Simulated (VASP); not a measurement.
## B: relaxation of cell and atoms with LDA

Crystal: B.

```xyz
2
Lattice="1.6246 0.0000 0.0000 0.0000 2.8662 0.0000 0.0000 0.0000 3.9144" Properties=species:S:1:pos:R:3 pbc="T T T"
B     0.0000    1.4331    2.3849
B     0.8123    0.0000    1.5295
```

The cell was built by a generator and needn't be a form met in nature.

```yaml
Program: VASP 6.6.1
Task: relaxation of cell and atoms
Functional: LDA
Potentials_or_basis: VASP PAW LDA potentials, release 64 (B)
Cutoff: 600 eV
k_mesh: 16 × 9 × 7
Occupations: gaussian, width 0.05 eV
Spin: no spin polarisation
Further_INCAR_settings: ALGO = Normal; EDIFF = 1e-07; IBRION = 2; EDIFFG = -0.02; NSW = 40; ISIF = 3
```

The relaxed volume is 8.16 Å³/atom, the relaxed cell is a = 1.618 Å, b = 2.823 Å, c = 3.570 Å, α = 90.00°, β = 90.00°, γ = 90.00° and the space group after relaxing (to 0.05 Å) is Pmmn (No. 59). The energy gained by relaxing is 17.0 meV/atom and the ionic steps are 14. The pressure after relaxing is 0.1 GPa, the largest force after relaxing is 0.013 eV/Å and the band gap on the k mesh is none (metal or under the smearing width).

Forces in eV/Å, atoms in the order of the input:
```
B    0.000  0.000  0.013
B    0.000  0.000 -0.013
```

Stress tensor (GPa, compression positive):
```
-0.02  0.00  0.00
 0.00 -0.06  0.00
 0.00  0.00  0.38
```

The path:
```tsv
step	energy change (eV)	largest force (eV/Å)	pressure (GPa)	volume (Å³)
1	0.0000	0.2343	-6.06	18.23
2	-0.0016	0.0885	5.31	17.33
3	-0.0110	0.0773	-0.39	17.75
4	-0.0186	0.0576	-0.27	17.49
5	-0.0192	0.0871	-0.23	17.43
6	-0.0200	0.1230	-0.18	17.30
7	-0.0173	0.3028	0.26	17.05
8	-0.0201	0.1324	-0.17	17.28
9	-0.0251	0.1415	-1.19	17.13
10	-0.0278	0.1649	-2.40	16.94
11	-0.0307	0.1454	-1.14	16.73
12	-0.0321	0.1287	0.62	16.46
13	-0.0339	0.0414	0.23	16.35
14	-0.0341	0.0128	0.10	16.31
```

Final structure:
```xyz
2
Lattice="1.6184 0.0000 0.0000 0.0000 2.8227 0.0000 0.0000 0.0000 3.5702" Properties=species:S:1:pos:R:3 pbc="T T T"
B     0.0000    1.4113    2.1903
B     0.8092    0.0000    1.3799
```

Levels at points of the mesh, in eV from the Fermi level:
```tsv
k point	band 1	band 2	band 3	band 4	band 5	band 6	band 7
(0.00, 0.00, 0.00)	-16.37	-5.57	-5.23	-2.54	3.28	9.21	13.04
(0.50, 0.00, 0.00)	-7.30	-7.30	6.76	6.76	7.28	7.28	11.26
```

It took 46 s on 1 thread of Intel(R) Xeon(R) 6975P-C (Granite Rapids), on a shared host, peak memory 0.13 GiB.
